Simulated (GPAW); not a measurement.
Crystal: HfO2.

```xyz
6
Lattice="4.8135 0.0000 0.0000 0.0000 4.8135 0.0000 0.0000 0.0000 3.2054" Properties=species:S:1:pos:R:3 pbc="T T T"
Hf    2.4068    2.4068    1.6027
Hf    0.0000    0.0000    0.0000
O     3.8751    0.9384    1.6027
O     3.3452    3.3452    0.0000
O     1.4683    1.4683    0.0000
O     0.9384    3.8751    1.6027
```

Measurements of this composition are mostly on another form, of space group No. 14.

Base run:

| Quantity | Value |
| --- | --- |
| Program | GPAW 26.7.0 |
| Functional | revPBE |
| Potentials or basis | the program's PAW data sets (release 1.2.1) made for this functional |
| Cutoff | 800 eV |
| Basis | pw |
| k mesh | 6 × 6 × 8 |
| Occupations | fermi-dirac, width 0.05 eV |
| Spin | no spin polarisation |

Its results: band gap on the k mesh 4.07 eV, direct; pressure 13.3 GPa; largest force 0.120 eV/Å.

Question: The run is repeated on the same cell with these changes: functional from revPBE to RPBE; band points from 60 to 100. What comes out?

Answer: Band gap on the k mesh 4.10 eV, direct; pressure 14.7 GPa; largest force 0.132 eV/Å.

Caveats: spin-orbit coupling is left out, which moves the levels of the heavy elements.
